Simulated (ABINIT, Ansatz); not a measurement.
# AlN (P6_3mc): zone-centre phonons, part 3 of 3

Aim: the zone-centre modes of AlN (P6_3mc).

ABINIT 10.8.3; DFT LDA, scalar-relativistic, plane waves, PseudoDojo norm-conserving pseudopotentials.

So far. Step 6 (Linear response at Γ): The acoustic modes at Γ come out as far as 0.4 cm⁻¹ from zero, where they should vanish, a small numerical error; the Born charges miss their sum rule by 0.0014 e, which is good. Step 7 (Zone-centre analysis): The rule moves no optical mode by more than 0.1 cm⁻¹.

The database entry behind the starting cell differs from later determinations by our own check (inner coordinate u about 0.002 short), so it need not match the best structure at ambient conditions.

## 8. The same in Ansatz

The same cell, potentials and cutoff go through another code, on another k mesh. Its k mesh is centred on Γ.

This step: DFT LDA, scalar-relativistic, plane waves, PseudoDojo norm-conserving pseudopotentials (Ansatz 0.2.0).

input.yaml reads:

```yaml
crystal:
  lattice:
    - [3.0822183801, 0.0, 0.0]
    - [-1.5411091901, 2.6692794172, 0.0]
    - [0.0, 0.0, 4.9335975099]
  atoms:
    - { symbol: Al, position: [0.3333333333, 0.6666666667, -0.0009778122] }
    - { symbol: Al, position: [0.6666666667, 0.3333333333, 0.4990221878] }
    - { symbol: "N", position: [0.3333333333, 0.6666666667, 0.3809778122] }
    - { symbol: "N", position: [0.6666666667, 0.3333333333, 0.8809778122] }
kpoints:
  mp_grid: { grid: [9, 9, 4] }
hamiltonian:
  xc: lda
  pseudopotentials: { kind: nc, accuracy: standard }
scf:
  occupations: { method: fixed }
output:
  eigenvalues: true
basis:
  ecutwfc: 979.61
phonons:
  method: dfpt
  dielectric: true
  rigid_motions: translations
```

Run with:

```console
ansatz run input.yaml --threads 8 --pin off --max-ram 16384MiB --backend cpu --events-out ev --progress --plain --runs-dir out
```

The program printed:

```text
Warning: basis.ecutwfc = 979.61 eV is below the records' recommended 1142.878222 eV, and the density's cutoff is lower with it unless basis.ecutrho_ratio is high enough to keep the records' density cutoff: compare with a run at a higher cutoff
Engine: ansatz 0.2.0, aarch64-unknown-linux-gnu
Pseudopotentials: kind: nc
Pseudopotential: Al, nc, valence charge 3, recommended cutoff 598.650497 eV (normal), Al.nc.azcp (PseudoDojo's, or run here from an input of PseudoDojo's; its table is named by hamiltonian.pseudopotentials.accuracy)
Pseudopotential: N, nc, valence charge 5, recommended cutoff 1142.878222 eV (normal), N.nc.azcp (PseudoDojo's, or run here from an input of PseudoDojo's; its table is named by hamiltonian.pseudopotentials.accuracy)
Functional definition: SPW92
  exchange = slater_x
  correlation = pw_c
Crystal: 4 atoms, lattice volume = 40.590 Å³
Basis set: ecut = 979.61 eV, 2827 PW (Γ), exchange–correlation on 64×64×108 points (8 copies of the dense FFT grid, shifted against one another)
Bands: 12, of which v1, the nominal top of the filled ones, is band 8 counted from 1 (7 counted from 0)
Symmetry: 12 space group operations
k-points: 95 of 324 (irreducible under 2 space group operations, time reversal used)
Non-local potential: Al, projectors of the file, l = 0: 2, l = 1: 2, l = 2: 2
Non-local potential: N, projectors of the file, l = 0: 2, l = 1: 2
Initial density: superposition of atomic densities (chi_scale 0.1, normalization cell, long waves kept (reshape's long-wave potential 0.00 eV rms))
Initial wavefunctions: pseudopotential atomic-orbital guess
Functional: x = slater, c = lda
SCF iter   1: F=—  HF=-702.197403 eV  |F-HF|=—  |Δ(HF+E_count)|=         —  Δρ=1.49e-1  dr2=1.05e1  ethr=3.10e-3  ⟨swp⟩=5.0  Hψ=6532  notcnv=0  defer=183
preconditioner: auto → none  [insulator: Δε(μ)=5.939 eV  Ē_g=14.513 eV  n_scr=2 (ndim 8)  ℏωp=23.3 eV  f_vac=0.000  ε∞_Penn≈3.6]
SCF iter   2: F=—  HF=-699.397982 eV  |F-HF|=—  |Δ(HF+E_count)|=    2.80e0  Δρ=7.58e-2  dr2=1.37e0  ethr=3.10e-3  ⟨swp⟩=4.7  Hψ=4035  notcnv=0  defer=188
SCF iter   3: F=—  HF=-699.003588 eV  |F-HF|=—  |Δ(HF+E_count)|=   3.94e-1  Δρ=2.14e-2  dr2=9.37e-2  ethr=3.10e-3  ⟨swp⟩=2.4  Hψ=2759  notcnv=0  defer=188
SCF iter   4: F=—  HF=-698.980983 eV  |F-HF|=—  |Δ(HF+E_count)|=   2.26e-2  Δρ=1.32e-3  dr2=2.23e-4  ethr=5.86e-4  ⟨swp⟩=2.0  Hψ=1338  notcnv=0  defer=190
SCF iter   5: F=—  HF=-698.980882 eV  |F-HF|=—  |Δ(HF+E_count)|=   1.00e-4  Δρ=1.63e-4  dr2=4.98e-6  ethr=1.39e-6  ⟨swp⟩=2.0  Hψ=1910  notcnv=0  defer=190
SCF iter   6: F=—  HF=-698.980882 eV  |F-HF|=—  |Δ(HF+E_count)|=   3.86e-7  Δρ=1.44e-5  dr2=3.40e-8  ethr=3.11e-8  ⟨swp⟩=2.3  Hψ=1695  notcnv=0  defer=76
SCF iter   7: F=—  HF=-698.980882 eV  |F-HF|=—  |Δ(HF+E_count)|=   4.23e-7  Δρ=1.34e-6  dr2=4.39e-10  ethr=2.12e-10  ⟨swp⟩=2.6  Hψ=1921  notcnv=0
SCF iter   8: F=-698.980882 eV  HF=-698.980882 eV  |F-HF|=1.71e-12  |Δ(HF+E_count)|=  1.01e-10  Δρ=2.30e-7  dr2=7.50e-12  ethr=1.00e-12  ⟨swp⟩=8.9  Hψ=8635  notcnv=0
SCF 1 converged in 8 iterations: F = -698.980882 eV  dr2 = 7.50e-12
NSCF: frozen V_eff on 4 k-points
DFPT response loops at Γ: preconditioner auto → none (the input reference at scf.mixing.eps_inf says where Resta's filter doesn't serve); β = 0.50; Broyden in place of MSR1
── the response to a field inside a basis, on 10×10×4 k-points: an SCF that follows is theirs, and a resumed run solves both again ──
Bands: 9, of which v1, the nominal top of the filled ones, is band 8 counted from 1 (7 counted from 0)
k-points: 60 of 400 (irreducible under 4 space group operations, time reversal used)
Initial density: handed on by an earlier stage of this run
Initial wavefunctions: pseudopotential atomic-orbital guess (no wavefunctions were taken with the density)
Eigensolver: Dense (60 Hₖ)
SCF iter   1: F=—  HF=-698.981251 eV  |F-HF|=—  |Δ(HF+E_count)|=         —  Δρ=3.29e-4  dr2=5.01e-6  ethr=1.00e-1
preconditioner: auto → none  [insulator: Δε(μ)=5.104 eV  Ē_g=11.251 eV  n_scr=2 (ndim 8)  ℏωp=23.3 eV  f_vac=0.000  ε∞_Penn≈5.3]
SCF iter   2: F=—  HF=-698.981252 eV  |F-HF|=—  |Δ(HF+E_count)|=   1.41e-6  Δρ=1.64e-4  dr2=1.11e-6  ethr=3.13e-8
SCF iter   3: F=—  HF=-698.981253 eV  |F-HF|=—  |Δ(HF+E_count)|=   4.81e-7  Δρ=7.55e-5  dr2=1.99e-7  ethr=6.95e-9
SCF iter   4: F=-698.981253 eV  HF=-698.981253 eV  |F-HF|=5.40e-11  |Δ(HF+E_count)|=   1.49e-7  Δρ=2.55e-6  dr2=4.10e-10  ethr=1.24e-9
SCF 1 converged in 4 iterations: F = -698.981253 eV  dr2 = 4.10e-10
DFPT response loops at Γ: mixed as the last ones told, above
WARN: field response: ε∞ stands inside a basis, on 10×10×4 points; the force constants stand on the 9×9×4 k-mesh, whose period is 12.96 times the interband length at k = (0.0000, 0.0000, 0.0000), direct gap 4.491 eV, under 14: take them and everything formed from them as unconverged, and compare with a denser kpoints.mp_grid
SCF converged after 8 iterations
Free energy (F): -698.980882 eV
Harris-Foulkes:  -698.980882 eV  (|F-HF|=1.71e-12)
Internal energy: -698.980882 eV  (E = F + TS)
E sigma→0 (E₀):  -698.980882 eV
Fermi energy:    7.135679 eV
--- Per-component energies (eV) ---
  E_band       = 29.782829
  E_kinetic    = 449.462258
  E_local      = -430.979684  (includes V_loc(G=0)·N_el)
  E_nonlocal   = -39.100067
  E_hartree    = 151.305201
  E_xc         = -232.163973
  E_vxc        = -252.210054  (∫ρ·V_xc dr)
  E_ewald      = -597.504618
  E_smearing   = -0.000000  (= −TS)
  E_closure    = 0.000000  (closes the sum)
  Σ components = -698.980882   (vs F -698.980882, Δ=0.00e0)
--- Band table (eV; the first three rows and the last of 95) ---
  k-point 0: bands = [... 4 lower, 6.2427, 6.9075, 6.9075, 7.1357, 11.6264, 13.9356, 17.8363, 18.3153]
  k-point 1: bands = [... 4 lower, 6.3353, 6.3353, 6.8052, 6.8052, 12.5485, 14.0712, 17.4925, 18.2850]
  k-point 2: bands = [... 4 lower, 6.5654, 6.5654, 6.5654, 6.5654, 13.8057, 13.8057, 17.5168, 17.5168]
  k-point 94: bands = [... 4 lower, 4.4841, 4.4841, 6.0219, 6.0219, 13.7228, 13.7228, 16.5190, 16.5190]
--- Phonons (Γ-DFPT): 4 representative perturbations + reference, on 95 of 324 k-points (Σ response iterations 12) ---
  k mesh reduced under 2 symmetry operations, with k and −k counted as one. Each operation leaves every solved perturbation unchanged. A smaller set is not considered because the run solves the response to a homogeneous field
  ASR residual: 1.362e-4 → 0.000e0 eV/Å²; symmetrization residual: 1.528e-6 eV/Å²
  ASR residual per site (eV/Å²): 2.85e-5 2.85e-5 1.36e-4 1.36e-4
  Γ frequencies (cm⁻¹): 0.00 0.00 0.00 241.60 241.60 554.50 624.74 672.34 672.34 682.93 682.93 735.89
  ε∞ (high-frequency dielectric tensor):
        4.347465     0.000000     0.000000
        0.000000     4.347465    -0.000000
        0.000000    -0.000000     4.565467
  ε⁰ (static dielectric tensor: ions relaxed, cell fixed):
        7.894394    -0.000000     0.000000
       -0.000000     7.894394     0.000000
        0.000000     0.000000     9.372625
  ε⁰ − ε∞ (ionic part):
        3.546930    -0.000000     0.000000
       -0.000000     3.546930     0.000000
        0.000000     0.000000     4.807158
  softest optical mode at Γ: 241.60 cm⁻¹; the repairs (sum rule, projections) moved no ω² at Γ by more than (1.73 cm⁻¹)²
  Born effective charges Z* (e; rows j = field, columns β = displacement):
    site 0:
         2.50820    0.00000    0.00000
         0.00000    2.50820    0.00000
        -0.00000    0.00000    2.67117
    site 1:
         2.50820    0.00000    0.00000
         0.00000    2.50820   -0.00000
        -0.00000    0.00000    2.67117
    site 2:
        -2.50820   -0.00000   -0.00000
        -0.00000   -2.50820    0.00000
         0.00000    0.00000   -2.67117
    site 3:
        -2.50820   -0.00000   -0.00000
        -0.00000   -2.50820    0.00000
        -0.00000   -0.00000   -2.67117
  Z* charge neutrality: 2.198e-3 e pre-enforcement
  solved inside a basis spanned on kpoints, on 10×10×4 k-points, its susceptibility summed on 12×12×6: ε∞ is read to err by 1.3e-2, Z* by 1.2e-2 e (field_mesh: kpoints solves on kpoints); Z* is corrected for what the basis lacks
  optical modes at Γ without the LO–TO term, one row a degenerate level:
      ω (cm⁻¹)  modes    IR ((D/Å)²/amu)
        241.60      2             0.0000
        554.50      1             0.0000
        624.74      1            35.7064
        672.34      2             0.0000
        682.93      2            62.9647
        735.89      1             0.0000
  optical modes at Γ + LO–TO along q̂ = [1.0000, 0.0000, 0.0000]:
      ω (cm⁻¹)  modes    IR ((D/Å)²/amu)
        241.60      2             0.0000
        554.50      1             0.0000
        624.74      1            35.7064
        672.34      2             0.0000
        682.93      1            31.4824
        735.89      1             0.0000
        920.28      1            31.4824
  optical modes at Γ + LO–TO along q̂ = [0.0000, 1.0000, 0.0000]:
      ω (cm⁻¹)  modes    IR ((D/Å)²/amu)
        241.60      2             0.0000
        554.50      1             0.0000
        624.74      1            35.7064
        672.34      2             0.0000
        682.93      1            31.4824
        735.89      1             0.0000
        920.28      1            31.4824
  optical modes at Γ + LO–TO along q̂ = [0.0000, 0.0000, 1.0000]:
      ω (cm⁻¹)  modes    IR ((D/Å)²/amu)
        241.60      2             0.0000
        554.50      1             0.0000
        672.34      2             0.0000
        682.93      2            62.9647
        735.89      1             0.0000
        895.13      1            35.7064
```

The job ended after 19 s (8 threads of Arm Neoverse V1, shared host; peak memory 0.93 GiB; 2.3 min of CPU time).

Numbers from this step:

```
sum-rule residual before enforcement     : 1.36e-4 eV/Å²
miss of the charge sum rule              : 0.002198 e
estimated error of the dielectric tensor : 0.01272
estimated error of the Born charges      : 0.01162 e
mean high-frequency dielectric constant  : 4.420
mean static dielectric constant          : 8.387
highest mode moved by the LO-TO term     : 920.3 cm⁻¹
```

Transverse modes. Infrared lines, with heights relative to the strongest:

```csv
position (cm⁻¹),label,"IR intensity ((D/Å)²/amu), degenerate modes summed, relative"
242,E2,0.0
554,B1,0.0
625,A1,57
672,E2,0.0
683,E1,100
736,B1,0.0
```

The log warns that the force constants on this k mesh are to be taken as unconverged.

## 9. Side by side: ABINIT PseudoDojo and Ansatz, PseudoDojo

Numbers from this step:

- root-mean-square difference: 0.06 cm⁻¹
- largest difference: 0.12 cm⁻¹

Frequencies side by side, by row:

```csv
q (reciprocal lattice),mode,ABINIT PseudoDojo (cm⁻¹),"Ansatz, PseudoDojo (cm⁻¹)"
0 0 0,1,0,0
0 0 0,2,0,0
0 0 0,3,0,0
0 0 0,4,241.6,241.6
0 0 0,5,241.6,241.6
0 0 0,6,554.5,554.5
0 0 0,7,624.7,624.7
0 0 0,8,672.2,672.3
0 0 0,9,672.2,672.3
0 0 0,10,682.9,682.9
0 0 0,11,682.9,682.9
0 0 0,12,735.9,735.9
```

The two runs side by side. Further quantities:

```csv
quantity,ABINIT PseudoDojo,"Ansatz, PseudoDojo"
mean ε∞,4.422,4.42
"largest Born charge in size (e; the first before, the second after the charge sum rule)",2.563,2.563
```

At the zone centre the largest difference (acoustic modes at Γ apart) is 0.02 % of the highest mode.

## 10. Outcome

```yaml
space_group_after_relaxation: P6_3mc
volume_per_atom: 10.1 Å³
highest_optical_zone_centre_mode_no_lo_to_term: 735.9 cm⁻¹
lowest_optical_zone_centre_mode: 241.6 cm⁻¹
highest_mode_moved_by_the_lo_to_term: 920.2 cm⁻¹
mean_high_frequency_dielectric_constant: 4.42
largest_born_charge_in_size_third_of_the_trace: 2.56 e
mean_static_dielectric_constant: 8.39
imaginary_optical_modes_at_the_zone_centre_no_q_mesh_in_this_session: none
largest_difference_from_ansatz_pseudodojo: 0.12 cm⁻¹
```

At the LDA level the optical modes of AlN (P6_3mc) at the zone centre (no LO-TO term) run from 242 to 736 cm⁻¹. The base run prints -0.49 GPa, mostly the error of a finite basis; the relaxation, with a smoothed and higher cutoff, had brought the cell to rest. Along the directions run, the highest mode that the macroscopic field moves lies at 920 cm⁻¹. Lattice motion raises the mean dielectric constant from 4.422 to 8.389. The Born charge of Al is 2.562 e against a formal charge of +3, somewhat under it. ABINIT PseudoDojo and Ansatz, PseudoDojo agree to 0.12 cm⁻¹ (0.02 % of the highest mode compared) on all solved modes but the acoustic ones at Γ, without the LO-TO term. These are harmonic frequencies at zero temperature: anharmonic shifts and linewidths and thermal expansion are left out. Ansatz warns that the cutoff lies 14 % under the one recommended for these files; agreement at one cutoff is not convergence. Ansatz's log warns that force constants on this k mesh are to be taken as unconverged.

[Host names and launcher messages were left out of these logs when they were recorded.]

[Logs are printed without paths, hosts, clocks, repeated set-up lines and the standing remarks that a program may print on its own settings, such as how far it seeks lower states.]

[Hosts, paths, dates, database ids (printed as entryN), source tags and the programs' standing remarks are cut or masked in the printed files.]
